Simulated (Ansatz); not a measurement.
# EuS under changes of volume

One of the cells (26.424 Å³/atom); the others are scaled copies at fixed shape and fractional positions:

```
Eu S
1.0
     0.00000    2.97850    2.97850
     2.97850    0.00000    2.97850
     2.97850    2.97850    0.00000
Eu S
1 1
Direct
  0.00000 0.00000 0.00000
  0.50000 0.50000 0.50000
```

- Program: Ansatz 0.2.0
- Functional: PBE
- Potentials or basis: Ansatz PAW
- Cutoff: 420 eV (not typed: the program's choice for these potentials)
- k mesh: 8 × 8 × 8
- Occupations: fermi-dirac, width 0.05 eV
- Spin: collinear spin, ferromagnetic start
- Starting moments: [7.0, 0.0] μB

```csv
volume (Å³/atom),energy over the lowest point (meV/atom),pressure (GPa),moment (μB per cell)
24.838,0.00,0.4,6.96
25.367,0.41,-0.7,6.97
25.895,4.18,-1.6,6.98
26.424,10.90,-2.5,6.98
26.952,20.30,-3.3,6.99
27.481,32.12,-3.9,6.99
28.009,?,?,?
```

Problem. What does the run at 28.009 Å³/atom give?

Solution. Energy over the lowest point 46.06 meV/atom; pressure -4.6 GPa; moment 6.99 μB per cell.

Worked out: A Birch-Murnaghan fit of order 3 (a polynomial in V^(-2/3)) to the other rows has its minimum at 25.04 Å³/atom with B0 = V·E''(V) = 51 GPa and B' = 4.2. It gives 46.06 meV/atom at 28.009 Å³/atom, against the run's 46.06, and -dE/dV = -4.5 GPa, against -4.6. A straight line through the other rows of the moment, of slope 0.0114 μB per Å³/atom, extrapolates to 7.00 μB, against the run's 6.99.

Energies are extrapolated to zero smearing.

Caveats: a cell with one magnetic atom can't hold antiferromagnetic order, which such compounds often take; without U or exact exchange the open f shell lies at the Fermi level, which spoils levels, moments and volumes.
